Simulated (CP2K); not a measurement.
Runs of CP2K 2026.2 on HfO2. It takes space group P4_2/nmc (No. 137, tetragonal). The conventional cell has a = 3.558 Å, b = 3.558 Å, c = 5.172 Å, α = 90.00°, β = 90.00°, γ = 90.00°. Around Hf (site symmetry -4m2) lie 4 O at 2.05 Å. O (site symmetry 2mm) is surrounded by 2 Hf at 2.05 Å. Measurements of this composition are mostly on another form, of space group No. 14.

| task | level | potentials or basis | smearing | EPS_DEFAULT | NGRIDS | MPI ranks | CUTOFF of the grids | points a segment of the path (NPOINTS) | gap on the mesh (eV) | pressure (GPa) | largest force (eV/Å) |
| --- | --- | --- | --- | --- | --- | --- | --- | --- | --- | --- | --- |
| single point | PBEsol | POTENTIAL_UZH Hf GTH-PBE-q12, O GTH-PBE-q6; TZVP-MOLOPT-PBE-GTH basis | fermi-dirac 0.05 eV | 1.0E-10 | 4 | 4 | 600 Ry | - | 4.76 | -2.5 | 0.07 |
| band structure | LDA | GTH_POTENTIALS Hf GTH-PADE-q12, O GTH-PADE-q6; TZVP-MOLOPT-PBE-GTH basis | fermi-dirac 0.05 eV | 1.0E-9 | 4 | 4 | 600 Ry | 8 | (a) | -26.8 | 0.68 |
| band structure | r2SCAN | POTENTIAL_UZH Hf GTH-SCAN-q12, O GTH-SCAN-q6; TZVP-MOLOPT-SCAN-GTH basis | fermi-dirac 0.05 eV | 1.0E-10 | 5 | 4 | 850 Ry | 6 | (b) | -4.7 | 0.27 |
| band structure | PBEsol | POTENTIAL_UZH Hf GTH-PBE-q12, O GTH-PBE-q6; TZVP-MOLOPT-PBE-GTH basis | fermi-dirac 0.1 eV | 1.0E-9 | 5 | 4 | 600 Ry | 8 | 4.76 | -2.5 | 0.07 |

Alike in all rows: no spin polarisation; cell as given; k mesh 8 × 8 × 5.

Q: Estimate the missing entries.

A: (a) 4.57; (b) 5.20.

Caveats: spin-orbit coupling is left out, which moves the levels of the heavy elements; the basis of atomic orbitals isn't converged, which shifts pressures, moduli and gaps; the potentials were made for another functional, which shifts forces and pressure (some runs); an odd mesh through Γ misses points on the zone boundary, where band edges often lie (some runs); so large a pressure means that the cell lies far from this level's equilibrium, or that cutoff or potentials fall short (some runs).

A k mesh can miss the band edges, and the runs leave out spin-orbit coupling on Hf.

Not every run made on this cell is shown here.
